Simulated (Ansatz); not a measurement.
# Honeycomb BAs bilayer (AA') in a perpendicular field, part 3 of 3

Aim: how the honeycomb BAs bilayer (AA') screens a field along its normal, and what the field does to its bands. A positive field points along +c.

Ansatz 0.2.0; plane-wave DFT, PBE-D3(BJ), Ansatz PAW.

So far, gap along the path (eV): step 3 (single point, field 0, start network) 0.722; step 4 (field 0.1 V/Å) 0.716; step 5 (field -0.1 V/Å) 0.716.

### Step 6. Atoms held, field 0.2 V/Å

input.yaml

```yaml
crystal:
  lattice:
    - [3.3718932118, 0.0, 0.0]
    - [-1.6859466059, 2.9201451803, 0.0]
    - [0.0, 0.0, 22.0374012423]
  atoms:
    - { symbol: As, position: [0.6666666667, 0.3333333333, 0.4086314359] }
    - { symbol: B, position: [0.3333333333, 0.6666666667, 0.4083966118] }
    - { symbol: As, position: [0.3333333333, 0.6666666667, 0.5913685641] }
    - { symbol: B, position: [0.6666666667, 0.3333333333, 0.5916033882] }
kpoints:
  mp_grid: { grid: [18, 18, 1] }
  band_path:
    path: [[0, 0, 0], [0.5, 0, 0], [0.33333333, 0.33333333, 0], [0, 0, 0]]
    npoints: 16
hamiltonian:
  xc: pbe
  dispersion: d3bj
scf:
  occupations: { method: fermi_dirac, width: 0.02585 }
  convergence: { dr2_threshold: 1.0e-10 }
efield:
  axis: 3
  dipole_correction: true
  ramp_position: 0.9494
  ramp_width: 0.1012
  amplitude: 0.2
output:
  write_potential: true
  write_density: true
  volumetric_format: npy
```

Run with:

```
ansatz run input.yaml --threads 2 --pin off --max-ram 3072MiB --backend cpu --events-out ev --progress --plain --runs-dir out
```

Numbers of over 12 decimals in the logs are rounded to 6 here.

The log of the run:

```text
[...]
Crystal: 4 atoms, lattice volume = 216.989 Å³
Basis set: ecut = 420 eV, 4261 PW (Γ)
Bands: 22, of which v1, the nominal top of the filled ones, is band 18 counted from 1 (17 counted from 0)
Symmetry: 6 space group operations
k-points: 37 of 324 (time reversal used)
[...]
--- Band table (eV; the first three rows and the last of 37) ---
  k-point 0: bands = [... 14 lower, -2.5996, -2.5996, -2.4109, -2.4109, 2.4727, 2.7671, 2.9998, 3.3052]
  k-point 1: bands = [... 14 lower, -2.8996, -2.7098, -2.6981, -2.5091, 2.5264, 2.8804, 3.0917, 3.3560]
  k-point 2: bands = [... 14 lower, -3.6510, -3.4589, -2.9579, -2.7684, 2.6788, 2.8742, 3.0795, 3.4898]
  k-point 36: bands = [... 14 lower, -7.1131, -6.9090, -1.2032, -1.0674, -0.1544, -0.0197, 4.7175, 5.6036]
[key lines of the parts left out:]
SCF converged after 12 iterations
Free energy (F): -10023.353538 eV
Fermi energy:    -0.612824 eV
Dipole field:    D = 0.053669 V/Å  (p = 0.064358 e·Å, saw-weighted, corrected)
```

Run time: 26 s. Hardware: 2 threads of Arm Neoverse N1, shared host; peak memory 0.48 GiB; 52 s of CPU time.

The dipole is 0.0644 e·Å, and the gap 0.698 eV.

### Step 7. Single point, field 0.3 V/Å

input.yaml: that of step 6 with these lines changed.

```diff
@@ -24,5 +24,5 @@
   dipole_correction: true
-  ramp_position: 0.9494
-  ramp_width: 0.1012
-  amplitude: 0.2
+  ramp_position: 0.9461
+  ramp_width: 0.1077
+  amplitude: 0.3
 output:
```

The log of the run:

```text
[...]
Crystal: 4 atoms, lattice volume = 216.989 Å³
Basis set: ecut = 420 eV, 4261 PW (Γ)
Bands: 22, of which v1, the nominal top of the filled ones, is band 18 counted from 1 (17 counted from 0)
Symmetry: 6 space group operations
k-points: 37 of 324 (time reversal used)
[...]
--- Band table (eV; the first three rows and the last of 37) ---
  k-point 0: bands = [... 14 lower, -2.6455, -2.6455, -2.3689, -2.3689, 2.2724, 2.7232, 2.9910, 3.1471]
  k-point 1: bands = [... 14 lower, -2.9453, -2.7439, -2.6679, -2.4672, 2.3256, 2.8339, 3.0734, 3.2122]
  k-point 2: bands = [... 14 lower, -3.6963, -3.4174, -3.0037, -2.7265, 2.4829, 2.8254, 3.1052, 3.3073]
  k-point 36: bands = [... 14 lower, -7.1572, -6.8688, -1.2425, -1.0432, -0.1821, 0.0156, 4.7054, 5.5540]
[key lines of the parts left out:]
SCF converged after 12 iterations
Free energy (F): -10023.361591 eV
Fermi energy:    -0.614855 eV
Dipole field:    D = 0.080681 V/Å  (p = 0.096749 e·Å, saw-weighted, corrected)
```

Wall time 27 s (2 threads); peak memory 0.48 GiB.

The dipole is 0.0967 e·Å, and the gap 0.673 eV.

### Step 8. Response, atoms held

This step: plane-wave DFT, PBE-D3(BJ), Ansatz PAW; response to a field along the normal, atoms held (Ansatz 0.2.0).

The dipoles give the slope, and the difference of two potentials shows where the field is screened.

Numbers from this step:

| Item | Value |
| --- | --- |
| equivalent conductor thickness p/(ε₀AE) | 5.906 Å |
| distance between the outer atoms | 4.037 Å |

The dipole of the cell by applied field:

```
applied field (V/Å)  dipole of the cell (e·Å)
             -0.100                   -0.0321
              0.000                   -3.8e-7
              0.100                    0.0321
              0.200                    0.0644
              0.300                    0.0967
```

Local field over the applied field, running mean. From the potentials at -0.1 and 0.1 V/Å; running mean over 2.8 Å. Table of local field over applied field by z:

```
z (Å)  local field over applied field
  4.5                           0.998
  5.0                           0.992
  5.5                           0.976
  6.0                           0.936
  6.5                           0.847
  7.0                           0.702
  7.5                           0.537
  8.0                           0.379
  8.5                           0.239
  9.0                           0.162
  9.5                           0.173
 10.0                           0.239
 10.5                           0.290
 11.0                           0.304
 11.5                           0.292
 12.0                           0.244
 12.5                           0.177
 13.0                           0.160
 13.5                           0.230
 14.0                           0.367
 14.5                           0.525
 15.0                           0.690
 15.5                           0.838
 16.0                           0.931
 16.5                           0.974
 17.0                           0.991
 17.5                           0.997
```

Electrons, planar mean, per unit field. Induced electron density against z:

```
z (Å)  induced electron density (e/Å³ per V/Å)
  4.5                                   7.5e-6
  5.0                                   2.6e-5
  5.5                                   8.6e-5
  6.0                                   2.6e-4
  6.5                                   7.1e-4
  7.0                                  0.00174
  7.5                                  0.00337
  8.0                                  0.00365
  8.5                                   5.7e-4
  9.0                                  -1.6e-4
  9.5                                  -1.6e-4
 10.0                                 -0.00238
 10.5                                 -0.00190
 11.0                                  -7.2e-5
 11.5                                  0.00179
 12.0                                  0.00243
 12.5                                   2.7e-4
 13.0                                   1.1e-4
 13.5                                  -3.6e-4
 14.0                                 -0.00353
 14.5                                 -0.00347
 15.0                                 -0.00185
 15.5                                  -7.6e-4
 16.0                                  -2.8e-4
 16.5                                  -9.3e-5
 17.0                                  -2.9e-5
 17.5                                  -8.2e-6
```

The smaller of the gaps on the path and on the k-mesh, counted as 0 under 0.03 eV. The gap by applied field:

```
applied field (V/Å)  gap (eV)
             -0.100     0.716
              0.000     0.722
              0.100     0.716
              0.200     0.699
              0.300     0.673
```

By hand: between -0.1 and 0.1 V/Å the dipole changes by 0.06427 e·Å, a slope of 0.3214 e·Å²/V. A perfect conductor of thickness t has p = ε₀AEt, so t = 180.95 × 0.3214 / 9.846 = 5.91 Å (e/ε₀ = 180.95 V·Å, A in Å²).

The induced dipole is that of a conductor 5.91 Å thick.

### Step 9. Outcome

- gap without field: 0.722 eV
- ionisation energy, upper face: 4.92 eV
- electron affinity, upper face: 4.20 eV
- equivalent conductor thickness, atoms held: 5.91 Å

**Reading.** The induced dipole equals that of a perfect conductor 5.91 Å thick, while the outer atoms lie 4.04 Å apart; an out-of-plane ε follows only once a thickness t is chosen, by 1 − 1/ε = 5.91 Å / t. The gap goes from 0.72 eV to 0.67 eV at 0.3 V/Å. Semilocal functionals give gaps that are too small, and excitons are not included. Spin-orbit coupling is left out.

[Logs are printed without paths, hosts, clocks, repeated set-up lines and the standing remarks that a program may print on its own settings, such as how far it seeks lower states.]

[Hosts, paths, dates, database ids (printed as entryN), source tags and the programs' standing remarks are cut or masked in the printed files.]

[Maps of the electrostatic potential energy from Ansatz leave out the sawtooth potential of an applied field or a dipole correction, so their vacuum need not be flat; planar profiles and work functions include it.]
